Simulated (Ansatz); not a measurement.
Space group P-3m1 (No. 164). a = 3.074 Å, b = 3.074 Å, c = 4.895 Å, α = 90.00°, β = 90.00°, γ = 120.00°
```json
{"atom": "Ta", "site": "2d", "symmetry": "3m.", "x": "0.6667", "y": "0.3333", "z": "0.7431"}
{"atom": "N", "site": "1a", "symmetry": "-3m.", "x": "0.0000", "y": "0.0000", "z": "0.0000"}
```

Equation of state of this Ta$_{2}$N structure (not necessarily the ground state), with shape and atoms relaxed at each volume where symmetry leaves them free. It has no gap at any of these volumes. All numbers below come from DFT r2SCAN, scalar-relativistic, plane waves, PAW (Ansatz 0.2.0).

Settings: cutoff 500 eV, Γ-centred mesh 15×15×10 on the computed 3-atom cell, Gaussian smearing of 0.10 eV; no spin polarisation.

```csv
V (Å³/atom),E − E(largest V) (meV/atom),P (GPa)
12.548,9.35,20.52
12.949,-27.66,9.43
13.349,-39.12,0.00
13.749,-28.81,-8.03
14.150,0.00,-14.85
```

**Question.** Fit a third-order Birch–Murnaghan equation to E(V).

**Answer.** V0 = 13.35 Å³/atom, B0 = 289 GPa, B0' = 4.4.

Spin-orbit coupling is left out, which matters for the bands of heavy elements. Spin polarisation was left out, and a magnetic state may lie lower.

Cost: 5 runs of about 4.5 core-minutes in all, on Intel Xeon 6975P-C (Granite Rapids) (shared hosts).